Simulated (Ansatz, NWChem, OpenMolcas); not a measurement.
**Computed against measured: atomisation enthalpy at 298 K**

8 molecules of light elements (H to F); the atomisation enthalpy at 298 K in kJ/mol, computed less measured. Shapes, held fixed at every level: PBE0-D4/def2-TZVP. Flexible molecules stand in one conformer, not always the lowest. Thermal terms are harmonic and unscaled (B3LYP/6-31G*, PBE/def2-SVP, PBE0-D4/def2-TZVP); the spin-orbit lowering of the free atoms is taken from their spectra. Programs: Ansatz 0.2.0, NWChem 7.3.0, OpenMolcas 26.06. A level may come from different programs for different species; with the same settings they agree closely. Measured values: Active Thermochemical Tables, CRC Handbook of Chemistry and Physics.

Levels: A = B3LYP/6-31G* (Cartesian functions); B = CAM-B3LYP/def2-SVP; C = B2PLYP/def2-SVP.

| molecule | from tabulated heats | A | B | C |
| --- | --- | --- | --- | --- |
| C2H3F3 (1,1,2-trifluoroethane) | 3057 | -69 | 0 | -94 |
| C3H3NO (oxazole) | 3542 | -24 | +57 | -22 |
| C4H4O (furan) | 4024 | -29 | +56 | -19 |
| C4H5N (pyrrole) | 4322 | -42 | +56 | -26 |
| C4H5N (3-butenenitrile) | 4270 | -38 | +25 | -38 |
| C4H6 (cyclobutene) | 4019 | -32 | +25 | -45 |
| C3H8 (propane) | 3999 | -8 | +23 | -50 |
| C3H9N (SMILES CCCN) | 4655 | -35 | +26 | -75 |

Which level does best on this set, which worst, and which err to one side?


```tsv
level	kind	mean error	mean absolute error	worst case
B3LYP/6-31G* (Cartesian functions)	global hybrid	-34.6	34.6	C2H3F3
CAM-B3LYP/def2-SVP	range-separated hybrid	+33.5	33.5	C3H3NO
B2PLYP/def2-SVP	double hybrid	-46.1	46.1	C2H3F3
```

On this set CAM-B3LYP/def2-SVP has the smallest mean absolute error and B2PLYP/def2-SVP the largest. B3LYP/6-31G* (Cartesian functions) is too low in 8 of 8; CAM-B3LYP/def2-SVP is too high in 7 of 8; B2PLYP/def2-SVP is too low in 8 of 8. The tabulated value of C2H3F3 is in doubt (older tables, estimates, or at odds with other calculations) and kept here. Over the 7 molecules whose values aren't doubted the mean absolute errors are A 29.7; B 38.3; C 39.3. The smallest two are near a tie. The set is small.

CAM-B3LYP's narrow lead rests on its zero error for trifluoroethane, the one doubtful reference; without that molecule, B3LYP leads. Its overbinding also depends on structure: the errors are +56 to +57 for the three aromatic heterocycles but only +23 to +26 for the other four molecules with firm references. The C4H5N isomers show the consequence, since CAM-B3LYP would favour pyrrole too strongly over 3-butenenitrile, whereas B3LYP's errors for the two nearly cancel.

B2PLYP's uniform underbinding is probably mostly a basis-set effect. Its perturbative correlation term converges slowly with the basis, and a double-zeta set recovers too little of the extra pair correlation gained when bonds form. Small bases usually lower atomisation enthalpies with ordinary hybrids too, so CAM-B3LYP's positive errors suggest overbinding by the functional itself, partly masked by the basis. The figures therefore rank combinations of functional and basis, and do not show that double hybrids are inherently poorer for thermochemistry.
